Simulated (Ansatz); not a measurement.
## A computed series for AgI: response to strain

The parent structure is AgI in the wurtzite structure (space group P6_3mc, No. 186; a = 4.5603 Å, c = 7.4506 Å). Axes: x lies along a and z along c of the hexagonal cell.

Strains are applied to the cell and any free atomic positions relax; under biaxial strain the out-of-plane vector relaxes too.

All numbers come from PBEsol in Ansatz (plane waves to 420 eV, PAW, without spin-orbit coupling), earlier PAW set.

Notes on the quantities. pressure: mean of the normal stresses, compression positive.

```csv
case,band gap,space group,pressure
base,1.23 eV,P6_3mc (No. 186),0.00 GPa
"biaxial strain −3.74 %, plane normal [001], relaxed out of plane",___,P6_3mc (No. 186),0.96 GPa
"biaxial strain −1.53 %, plane normal [001], relaxed out of plane",1.20 eV,P6_3mc (No. 186),0.41 GPa
"biaxial strain −0.27 %, plane normal [001], relaxed out of plane",1.22 eV,P6_3mc (No. 186),0.07 GPa
"biaxial strain +0.44 %, plane normal [001], relaxed out of plane",1.24 eV,P6_3mc (No. 186),___
uniaxial strain ε_yy = +4.02 %,___,Cmc2_1 (No. 36),-1.23 GPa
uniaxial strain ε_zz = +5.88 %,1.18 eV,P6_3mc (No. 186),-1.74 GPa
```

What belongs in the blanks?


- biaxial strain −3.74 %, plane normal [001], relaxed out of plane, band gap: 1.13 eV
- biaxial strain +0.44 %, plane normal [001], relaxed out of plane, pressure: -0.12 GPa
- uniaxial strain ε_yy = +4.02 %, band gap: 1.21 eV

With I present, leaving out spin-orbit coupling can change the band edges. Whether these cells are dynamically stable was not tested.

Ansatz is an electronic-structure program.
